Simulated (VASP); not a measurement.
## W in VASP: convergence with ENAUG

Input of the first run (ENAUG 300); the others differ in this setting and in those tied to it:

INCAR

```
PREC = Medium
ENCUT = 520
EDIFF = 1E-7
ISMEAR = 1
SIGMA = 0.1
LREAL = F
LASPH = T
NELM = 80
ALGO = Normal
ISIF = 2
LWAVE = F
LCHARG = F
METAGGA = R2SCAN
LMIXTAU = T
ENAUG = 300
```

File KPOINTS:

```
regular mesh
0
Gamma
  7 5 5
```

POSCAR

```
W
1.0
    2.8096620000      0.0000000000      0.0000000000
    0.0000000000      4.8638700000      0.0000000000
    0.0000000000      0.0000000000      4.9236950000
W
4
Direct
    0.8002070000      0.9389830000      0.7490860000
    0.2101270000      0.4383230000      0.7508310000
    0.2008820000      0.0639950000      0.2509330000
    0.7944190000      0.5603760000      0.2512680000
```

Potentials or basis: VASP PAW PBE potentials, release 64 (W_sv).

Run with:

```sh
$ cat potpaw_PBE.64/W_sv/POTCAR > POTCAR
$ mpirun -np 1 vasp_std > vasp.out
```

The cell isn't the ideal one: atoms moved at random, drawn with an rms of 0.02 Å.

This isn't the form of W at room conditions, which is bcc.

Hardware: 1 thread of Intel(R) Xeon(R) Platinum 8488C (Sapphire Rapids), with other jobs on the host.

```csv
ENAUG,"energy less the tightest run, at zero smearing (meV/atom)",pressure (GPa),largest force (eV/Å),SCF cycles,CPU time (s),peak memory (GiB)
300,0.91,-5.59,0.367,22,230,0.22
400,0.62,-5.53,0.347,22,240,0.22
500,0.16,-5.57,0.352,22,220,0.22
700,0.05,-5.53,0.351,22,220,0.23
900,0.01,-5.53,0.350,22,260,0.24
1200,0.00,-5.53,0.350,22,220,0.24
1600,0.00,-5.53,0.351,22,250,0.25
```

Against the tightest run, the energy stays within 1 meV/atom from 300 on; the pressure stays within 0.1 GPa from 300 on; the largest force stays within 0.005 eV/Å from 400 on. The tightest run that finished is the yardstick and may itself not be fully converged.

Caveat, for the tightest run too: the PAW data sets were made with another functional, which shifts forces and pressure a little. The run has no spin-orbit coupling, so splittings on W are missing.
